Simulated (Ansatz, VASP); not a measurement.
This is a calculation of InPd for VASP 6.6.1. The cell comes from a database or a generator and needn't be the stable form of this composition.

File INCAR:

```
PREC     = Accurate       # precision mode
ENCUT    = 600            # plane-wave cutoff, eV
EDIFF    = 1E-7           # SCF threshold, eV
ISMEAR   = -1             # smearing method
SIGMA    = 0.05           # smearing width, eV
LREAL    = False          # projectors in reciprocal space
LASPH    = True           # aspherical terms in the spheres
NELM     = 100            # most SCF steps
ALGO     = Fast           # electronic algorithm
ISIF     = 3              # what is computed and relaxed
LWAVE    = False          # write WAVECAR
LCHARG   = False          # write CHGCAR
LNONCOLLINEAR= True           # non-collinear magnetism
MAGMOM   = 0 0 0 0 0 0    # initial moments
LORBIT   = 11             # projections on sites
LSORBIT  = True           # spin-orbit coupling
GGA_COMPAT= False        
LMAXMIX  = 4              # l up to which the mixer works
GGA      = PE             # functional
IBRION   = 2              # ionic algorithm
NSW      = 40             # ionic steps
EDIFFG   = -0.01          # ionic threshold
```

Contents of KPOINTS:

```
regular mesh
0
Gamma
  6 6 6
```

File POSCAR:

```
InPd
1.0
    0.0000000000      2.7460700000      2.7460700000
    2.7460700000      0.0000000000      2.7460700000
    2.7460700000      2.7460700000      0.0000000000
In Pd
1 1
Direct
    0.0000000000      0.0000000000      0.0000000000
    0.5000000000      0.5000000000      0.5000000000
```

Potentials or basis: VASP PAW PBE potentials, release 64 (In_d, Pd).

Launch:

```sh
$ cat potpaw_PBE.64/In_d/POTCAR potpaw_PBE.64/Pd/POTCAR > POTCAR
$ mpirun -np 1 vasp_ncl > vasp.out
```

**Question.** What does the same run look like in Ansatz 0.2.0? Potentials or basis there: Ansatz PAW, cutoff 420 eV.

**Answer.** As run (cutoffs and basis follow the program's own potentials, and thresholds, step limits or extra output files can differ):

File input.yaml:

```yaml
crystal:
  lattice:
    - [0.0, 2.74607, 2.74607]
    - [2.74607, 0.0, 2.74607]
    - [2.74607, 2.74607, 0.0]
  atoms:
    - { symbol: In, position: [0.0, 0.0, 0.0] }
    - { symbol: Pd, position: [0.5, 0.5, 0.5] }
hamiltonian:
  xc: pbe
  pseudopotentials: { kind: paw_fr }
magnetization:
  noncollinear: true
  spin_orbit: true
kpoints:
  mp_grid: { grid: [6, 6, 6] }
scf:
  occupations: { method: fermi_dirac, width: 0.05 }
output:
  forces: true
  stress: true
  eigenvalues: true
relax:
  f_tol: 0.01
  max_steps: 40
  cell: { stress_tol: 0.05 }
```

Potentials or basis: Ansatz PAW.

The run is started by

```sh
$ ansatz run input.yaml --threads 2 --pin off --max-ram 5632MiB --backend cpu --events-out ev --progress --plain --runs-dir out
```

Both were run:

|  | VASP | Ansatz |
| --- | --- | --- |
| Relaxed volume | 20.76 Å³/atom | 20.71 Å³/atom |
| Relaxed cell | a = 3.887 Å, b = 3.887 Å, c = 3.887 Å, α = 60.00°, β = 60.00°, γ = 60.00° | a = 3.884 Å, b = 3.884 Å, c = 3.884 Å, α = 60.00°, β = 60.00°, γ = 60.00° |
| Space group after relaxing | Fm-3m (No. 225) | Fm-3m (No. 225) |
| Pressure after relaxing | -0.1 GPa | 0.0 GPa |

Ansatz's pressure holds a Pulay term of +0.07 GPa for its cutoff of 420 eV, which the other run lacks.

The potentials hold 23 and 31 valence electrons a cell.

Where Ansatz's input types no cutoff or centring, it takes its own default and a Γ-centred mesh.

Pressure is positive in compression.
